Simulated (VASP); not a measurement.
# Ti2O under changes of volume

One of the cells (11.598 Å³/atom); the others are scaled copies at fixed shape and fractional positions:

```
Ti O
1.0
     2.93424    0.00000    0.00000
    -1.46712    2.54113    0.00000
     0.00000    0.00000    4.66633
Ti O
2 1
Direct
  0.33333 0.66667 0.73953
  0.66667 0.33333 0.26047
  0.00000 0.00000 0.00000
```

```yaml
Program: VASP 6.6.1
Functional: LDA
Potentials_or_basis: VASP PAW LDA potentials, release 64 (Ti_sv, O)
Cutoff: 520 eV
k_mesh: 8 × 8 × 6
Occupations: fermi-dirac, width 0.05 eV
Spin: no spin polarisation
```

| volume (Å³/atom) | energy over the lowest point (meV/atom) | pressure (GPa) | largest force (eV/Å) |
| --- | --- | --- | --- |
| 11.134 | 14.40 | 9.8 | 0.169 |
| 11.366 | 3.68 | 4.7 | 0.082 |
| 11.598 | 0.00 | 0.1 | 0.004 |
| 11.830 | ? | ? | ? |
| 12.062 | 10.98 | -7.7 | 0.130 |

Q: What does the run at 11.830 Å³/atom give?

A: Energy over the lowest point 2.64 meV/atom; pressure -4.0 GPa; largest force 0.067 eV/Å.

Worked out: A Birch-Murnaghan fit of order 2 (a polynomial in V^(-2/3)) to the other rows has its minimum at 11.61 Å³/atom with B0 = V·E''(V) = 217 GPa at fixed shape and positions, which overstates the stiffness. It gives 2.62 meV/atom at 11.830 Å³/atom, against the run's 2.64, and -dE/dV = -3.9 GPa, against -4.0.

Energies are extrapolated to zero smearing.
